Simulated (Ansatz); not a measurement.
A run of Ansatz 0.2.0 is set up as follows.

input.yaml

```yaml
crystal:
  lattice:
    - [3.5624185427, 0.0, 0.0]
    - [-1.7812092714, 3.0851449569, 0.0]
    - [0.0, 0.0, 31.56326574]
  atoms:
    - { symbol: Te, position: [0.0, 0.0, 0.05676208] }
    - { symbol: Te, position: [0.3333333333, 0.6666666667, 0.28898622] }
    - { symbol: Te, position: [0.3333333333, 0.6666666667, 0.82440425] }
    - { symbol: Te, position: [0.3333333333, 0.6666666667, 0.17559575] }
    - { symbol: Te, position: [0.3333333333, 0.6666666667, 0.71101378] }
    - { symbol: Te, position: [0.0, 0.0, 0.94323792] }
    - { symbol: Mo, position: [0.3333333333, 0.6666666667, 0.0] }
    - { symbol: Mo, position: [0.0, 0.0, 0.23230601] }
    - { symbol: Mo, position: [0.0, 0.0, 0.76769399] }
hamiltonian:
  xc: revpbe
  pseudopotentials: { kind: paw }
kpoints:
  mp_grid: { grid: [7, 7, 1] }
scf:
  occupations: { method: fermi_dirac, width: 0.05 }
output:
  forces: true
  stress: true
  eigenvalues: true
relax:
  f_tol: 0.01
  max_steps: 40
  cell: { stress_tol: 0.05 }
```

Potentials or basis: Ansatz PAW.

Launch:

```sh
$ ansatz run input.yaml --threads 4 --pin off --max-ram 11264MiB --backend cpu --events-out ev --progress --plain --runs-dir out
```

Task: Predict the relaxed cell.

Result: a = 3.581 Å, b = 3.581 Å, c = 33.737 Å, α = 90.00°, β = 90.00°, γ = 120.00°.

Task: What does it give for the space group after relaxing (to 0.05 Å)?

Result: P-6m2 (No. 187).

Forces on the atoms (eV/Å):
```
Te   0.000  0.000 -0.001
Te   0.000  0.000 -0.002
Te   0.000  0.000 -0.002
Te   0.000  0.000  0.002
Te   0.000  0.000  0.002
Te   0.000  0.000  0.001
Mo   0.000  0.000  0.000
Mo   0.000  0.000  0.001
Mo   0.000  0.000 -0.001
```

Caveat: odd divisions of the mesh miss points on the zone boundary, where band edges often lie, so the gap on the mesh can be too wide; the plane-wave basis is chosen anew once the cell has moved, so the energies of steps on either side of that aren't comparable; spin-orbit coupling is left out, which moves the levels of the heavy elements; the PAW data sets come from PBE, with cores solved anew for the run's functional, which leaves a small shift of forces and pressure; without dispersion, layers of such crystals drift apart on relaxing, which shifts levels and gaps.
